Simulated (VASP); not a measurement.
# ZrC (Fm-3m) in VASP: a series of runs

The runs below take ZrC through single point, with PBE, LDA, r2SCAN.

Everything below comes from runs of VASP 6.6.1. Logs are shortened: lines on timing, memory, paths and dates and some standing lists are left out, and cuts for length are marked.

### 1 Starting point

It takes space group Fm-3m (No. 225, cubic). Conventional cell: a = 4.700 Å, b = 4.700 Å, c = 4.700 Å, α = 90.00°, β = 90.00°, γ = 90.00°. Zr (site symmetry m-3m) is surrounded by 6 C at 2.35 Å. Around C (site symmetry m-3m) lie 6 Zr at 2.35 Å.

### 2 Single point, PBE (xy shear strain of -1 %)

The input, INCAR:

```
  PREC = Accurate
  ENCUT = 520
  EDIFF = 1E-7
  ISMEAR = -1
  SIGMA = 0.05
  LREAL = False
  LASPH = True
  NELM = 100
  ALGO = Fast
  ISIF = 2
  LWAVE = False
  LCHARG = True
  GGA = PE
  LELF = True
  LVHAR = True
  NBANDS = 15
```

The input, KPOINTS:

```
Automatic mesh
0
Gamma
  15 15 15
```

The input, POSCAR:

```
ZrC
1.0
   -0.0117510500      2.3502100000      2.3502100000
    2.3502100000     -0.0117510500      2.3502100000
    2.3384589500      2.3384589500      0.0000000000
Zr C
1 1
Direct
    0.5000000000      0.5000000000      0.5000000000
    0.0000000000      0.0000000000      0.0000000000
```

Potentials or basis: VASP PAW PBE potentials, release 64 (Zr_sv, C).

Started as:

```console
> cat potpaw_PBE.64/Zr_sv/POTCAR potpaw_PBE.64/C/POTCAR > POTCAR
> mpirun -np 1 vasp_std > vasp.out
```

OUTCAR:

```text
PREC = Accurate
   ENCUT = 520
   EDIFF = 1E-7
   ISMEAR = -1
   LREAL = False
   LASPH = True
   NELM = 100
   ISIF = 2
   GGA = PE

 ion  position               nearest neighbor table
   1  0.500  0.500  0.500-   2 2.35   2 2.35   2 2.35   2 2.35   2 2.35   2 2.35
   2  0.000  0.000  0.000-   1 2.35   1 2.35   1 2.35   1 2.35   1 2.35   1 2.35

  LATTYP: Found a body centered orthorhombic cell.
 ALAT       =     3.3070803621
 B/A-ratio  =     1.0100502513
 C/A-ratio  =     1.4213201632

  Lattice vectors:

 A1 = (   0.0117510500,  -2.3502100000,  -2.3502100000)
 A2 = (  -0.0117510500,   2.3502100000,  -2.3502100000)
 A3 = (   2.3502100000,  -0.0117510500,   2.3502100000)

Analysis of symmetry for initial positions (statically):
=====================================================================
 Subroutine PRICEL returns:
 Original cell was already a primitive cell.

 Routine SETGRP: Setting up the symmetry group for a
 body centered orthorhombic supercell.

 Subroutine GETGRP returns: Found  8 space group operations
 (whereof  8 operations were pure point group operations)
 out of a pool of  8 trial point group operations.

The static configuration has the point symmetry D_2h.

Analysis of symmetry for dynamics (positions and initial velocities):
=====================================================================
 Subroutine PRICEL returns:
 Original cell was already a primitive cell.

 Routine SETGRP: Setting up the symmetry group for a
 body centered orthorhombic supercell.

 Subroutine GETGRP returns: Found  8 space group operations
 (whereof  8 operations were pure point group operations)
 out of a pool of  8 trial point group operations.

The dynamic configuration has the point symmetry D_2h.

 Subroutine INISYM returns: Found  8 space group operations
 (whereof  8 operations are pure point group operations),
 and found     1 'primitive' translations

----------------------------------------------------------------------------------------

                                     Primitive cell

  volume of cell :      25.9621

  direct lattice vectors                    reciprocal lattice vectors
    -0.011751050  2.350210000  2.350210000    -0.211688504  0.211688504  0.212746946
     2.350210000 -0.011751050  2.350210000     0.211688504 -0.211688504  0.212746946
     2.338458950  2.338458950  0.000000000     0.213816026  0.213816026 -0.212746946

  length of vectors
     3.323719629  3.323719629  3.307080362     0.367267352  0.367267352  0.369724017

  position of ions in fractional coordinates (direct lattice)
     0.500000000  0.500000000  0.500000000
     0.000000000  0.000000000  0.000000000

  ion indices of the primitive-cell ions
   primitive index   ion index
                 1           1
                 2           2

----------------------------------------------------------------------------------------

 KPOINTS: Automatic mesh

Automatic generation of k-mesh.
 Grid dimensions read from file:
 generate k-points for:   15   15   15

 Generating k-lattice:

  Cartesian coordinates                     Fractional coordinates (reciprocal lattice)
    -0.014112567  0.014112567  0.014183130     0.066666667  0.000000000  0.000000000
     0.014112567 -0.014112567  0.014183130     0.000000000  0.066666667  0.000000000
     0.014254402  0.014254402 -0.014183130     0.000000000  0.000000000  0.066666667

  Length of vectors
     0.024484490  0.024484490  0.024648268

  Shift w.r.t. Gamma in fractional coordinates (k-lattice)
     0.000000000  0.000000000  0.000000000

 Subroutine IBZKPT returns following result:
 ===========================================

 Found    512 irreducible k-points:

 Following reciprocal coordinates:
            Coordinates               Weight
  0.000000  0.000000  0.000000      1.000000
  0.066667  0.000000  0.000000      4.000000
  0.133333  0.000000  0.000000      4.000000
  0.200000 -0.000000  0.000000      4.000000
  0.266667  0.000000  0.000000      4.000000
  0.333333  0.000000  0.000000      4.000000
[... 16 lines left out ...]
  0.133333  0.133333  0.000000      2.000000
  0.200000  0.133333  0.000000      4.000000
 [... further k-points ...]
   k-points           NKPTS =    512   k-points in BZ     NKDIM =    512   number of bands    NBANDS=     15
   number of dos      NEDOS =    301   number of ions     NIONS =      2
   total plane-waves  NPLWV =  21952
   dimension x,y,z NGX =    28 NGY =   28 NGZ =   28
   dimension x,y,z NGXF=    56 NGYF=   56 NGZF=   56
   ions per type =               1   1
   NGX,Y,Z   is equivalent  to a cutoff of  14.01, 14.01, 14.08 a.u.
   NGXF,Y,Z  is equivalent  to a cutoff of  28.01, 28.01, 28.15 a.u.
 SYSTEM =  unknown system
   PREC   = accura    normal or accurate (medium, high low for compatibility)
   ISTART =      0    job   : 0-new  1-cont  2-samecut
   ICHARG =      2    charge: 1-file 2-atom 10-const
   ISPIN  =      1    spin polarized calculation?
   LNONCOLLINEAR =      F non collinear calculations
   LSORBIT =      F    spin-orbit coupling
   LASPH  =      T    aspherical Exc in radial PAW
   ENCUT  =  520.0 eV  38.22 Ry    6.18 a.u.   6.18  6.18  6.15*2*pi/ulx,y,z
   NELM   =    100;   NELMIN=  2; NELMDL= -5     # of ELM steps
   EDIFF  = 0.1E-06   stopping-criterion for ELM
   LREAL  =      F    real-space projection
   EDIFFG = 0.1E-05   stopping-criterion for IOM
   NSW    =      0    number of steps for IOM
   IBRION =     -1    ionic relax: 0-MD 1-quasi-New 2-CG
   NFREE  =      0    steps in history (QN), initial steepest desc. (CG)
   ISIF   =      2    stress and relaxation
   ISYM   =      2    0-nonsym 1-usesym 2-fastsym
   POTIM  = 0.5000    time-step for ionic-motion
   TEBEG  =    0.0;   TEEND  =   0.0 temperature during run
   PSTRESS=    0.0 pullay stress
   NELECT =      16.0000    total number of electrons
   NUPDOWN=      -1.0000    fix difference up-down
   EMIN   =  10.00;   EMAX   =-10.00  energy-range for DOS
   EFERMI =   0.00;   METHOD = LEGACY
   ISMEAR =    -1;   SIGMA  =   0.05  broadening in eV -4-tet -1-fermi 0-gaus
   EFERMI_NEDOS =   21; number of points for ismear=-14 and -15
   IALGO  =     68    algorithm
   IMIX   =      4    mixing-type and parameters
     AMIX     =   0.40;   BMIX     =  1.00
     AMIX_MAG =   1.60;   BMIX_MAG =  1.00
  volume/ion in A,a.u.               =      12.98        87.60
  Fermi-wavevector in a.u.,A,eV,Ry     =   1.393162  2.632695 26.407572  1.940902
  Thomas-Fermi vector in A             =   2.516835
   LORBIT       =      0    0 simple, 1 ext, 2 COOP (PROOUT), +10 PAW based schemes
   GGA     = PE    functional components
   LHFCALC =     F    Hartree Fock is set to
   AEXX    =    0.0000 exact exchange contribution
   IVDW    =     0    specifies the selected vdW correction
   LEPSILON=     F    determine dielectric tensor
   LRPA    =     F    only Hartree local field effects (RPA)
 non-spin polarized calculation
 RMM-DIIS sequential band-by-band and
  energy-cutoff  :      520.00
  volume of cell :       25.96
 maximum number of plane-waves:       721
 NGX is ok and might be reduce to    28
   NGX = 13   NGY = 13   NGZ = 13

 number of electron      16.0000000 magnetization

 Free energy of the ion-electron system (eV)
  ---------------------------------------------------
  ext. energy  EPLUGINS =         0.00000000
  ---------------------------------------------------
  free energy    TOTEN  =       -19.46089087 eV

  energy without entropy =      -19.45833666  energy(sigma->0) =      -19.45961376

 E-fermi :   9.6047     XC(G=0): -12.1335

 val. band max:        9.5852912305   @ k =   0.4000   0.3333   0.0000
 cond. band min:       9.6093121338   @ k =   0.4667   0.4667   0.0000
 fundamental gap:      0.0240209033
 Fermi energy:         9.6047304055

 k-point     1 :       0.0000    0.0000    0.0000
  band No.  band energies     occupation
      1     -38.4917      2.00000
      2     -16.2074      2.00000
      3     -16.2023      2.00000
      4     -16.1968      2.00000
      5      -1.6939      2.00000
      6      10.5172      0.00000
      7      10.5472      0.00000
      8      10.5791      0.00000
      9      10.6442      0.00000
     10      10.7050      0.00000
     11      10.7713      0.00000
     12      12.4267      0.00000
     13      12.4268      0.00000
     14      16.9231      0.00000
     15      20.0788      0.00000

 k-point     2 :       0.0667    0.0000    0.0000
  band No.  band energies     occupation
      1     -38.4875      2.00000
      2     -16.2452      2.00000
      3     -16.2071      2.00000
      4     -16.2002      2.00000
      5      -1.5930      2.00000
      6       9.7121      0.20926
      7       9.9366      0.00262
      8       9.9934      0.00084
      9      10.9265      0.00000
     10      10.9947      0.00000
     11      11.2567      0.00000
     12      12.9927      0.00000
     13      12.9976      0.00000
     14      17.1402      0.00000
     15      20.3511      0.00000

 k-point     3 :       0.1333    0.0000    0.0000
  band No.  band energies     occupation
      1     -38.4754      2.00000
      2     -16.3551      2.00000
      3     -16.2163      2.00000
      4     -16.2101      2.00000
      5      -1.3020      2.00000
      6       8.6917      2.00000
      7       9.1070      1.99991
      8       9.1657      1.99969
      9      11.2460      0.00000
     10      11.3135      0.00000
     11      11.7101      0.00000
     12      14.1152      0.00000
     13      14.1193      0.00000
     14      17.6941      0.00000
     15      21.0918      0.00000

 k-point     4 :       0.2000   -0.0000    0.0000
  band No.  band energies     occupation
      1     -38.4576      2.00000
      2     -16.5130      2.00000
      3     -16.2297      2.00000
      4     -16.2245      2.00000
      5      -0.8531      2.00000
      6       7.6305      2.00000
      7       8.3375      2.00000
      8       8.3997      2.00000
      9      11.7132      0.00000
     10      11.7836      0.00000
     11      12.0889      0.00000
     12      15.3916      0.00000
     13      15.3931      0.00000
     14      18.3387      0.00000
     15      22.0536      0.00000
[... 307 lines left out ...]
 k-point    22 :      -0.0667    0.0667    0.0000
  band No.  band energies     occupation
      1     -38.4807      2.00000
      2     -16.2988      2.00000
      3     -16.2278      2.00000
      4     -16.1990      2.00000
      5      -1.4313      2.00000
      6       9.0855      1.99994
      7       9.3770      1.97920
      8       9.4732      1.86572
      9      10.9314      0.00000
     10      11.5436      0.00000
     11      11.6004      0.00000
     12      13.0946      0.00000
     13      14.0419      0.00000
     14      17.4839      0.00000
     15      20.7720      0.00000

 k-point    23 :       0.1333    0.1333    0.0000
  band No.  band energies     occupation
      1     -38.4696      2.00000
      2     -16.3420      2.00000
      3     -16.2555      2.00000
      4     -16.2434      2.00000
      5      -1.2029      2.00000
      6       7.9500      2.00000
      7       9.4692      1.87540
      8       9.5575      1.43998
      9      10.0408      0.00033
     10      12.4512      0.00000
     11      12.5429      0.00000
     12      12.6576      0.00000
     13      14.7815      0.00000
     14      18.2655      0.00000
     15      21.4568      0.00000

 k-point    24 :       0.2000    0.1333    0.0000
  band No.  band energies     occupation
      1     -38.4561      2.00000
      2     -16.4457      2.00000
      3     -16.2677      2.00000
      4     -16.2661      2.00000
      5      -0.9137      2.00000
      6       7.2725      2.00000
      7       8.8896      2.00000
      8       9.2131      1.99921
      9      10.1736      0.00002
     10      12.5871      0.00000
     11      12.9213      0.00000
     12      13.5968      0.00000
     13      15.4845      0.00000
     14      18.9987      0.00000
     15      22.2327      0.00000

 [... further k-points ...]

------------------------ aborting loop because EDIFF is reached ----------------------------------------

  FORCE on cell =-STRESS in cart. coord.  units (eV):
  Direction    XX          YY          ZZ          XY          YZ          ZX
  --------------------------------------------------------------------------------------
  -------------------------------------------------------------------------------------
  Total        0.2320736      0.2320736      0.2302083      0.2499647      0.0000000      0.0000000
  in kB       14.3217873     14.3217873     14.2066728     15.4258862      0.0000000      0.0000000
  external PRESSURE =      14.2834158 kB  Pullay stress =       0.0000000 kB

 VOLUME and BASIS-vectors are now :
 -----------------------------------------------------------------------------
  energy-cutoff  :      520.00
  volume of cell :       25.96
      direct lattice vectors                 reciprocal lattice vectors
    -0.011751050  2.350210000  2.350210000    -0.211688504  0.211688504  0.212746946
     2.350210000 -0.011751050  2.350210000     0.211688504 -0.211688504  0.212746946
     2.338458950  2.338458950  0.000000000     0.213816026  0.213816026 -0.212746946

 POSITION                                       TOTAL-FORCE (eV/Angst)
 -----------------------------------------------------------------------------------
      2.33846      2.33846      2.35021        -0.000000      0.000000     -0.000000
      0.00000      0.00000      0.00000         0.000000      0.000000      0.000000
 -----------------------------------------------------------------------------------
    total drift:                                0.000000      0.000000      0.000000

  FREE ENERGIE OF THE ION-ELECTRON SYSTEM (eV)
  ---------------------------------------------------
  free  energy   TOTEN  =       -19.4608908684 eV

  energy  without entropy=      -19.4583366578  energy(sigma->0) =      -19.45961376
```

Wall time 2.5 min (1 thread of Intel Xeon 6975P-C (Granite Rapids), shared host); peak memory 0.32 GiB.

What came out:

```
Free energy            : -19.4609 eV
Pressure               : 1.4 GPa
Band gap on the k mesh : none (metal or under the smearing width)
```

(Continued in part 2 of 3.)
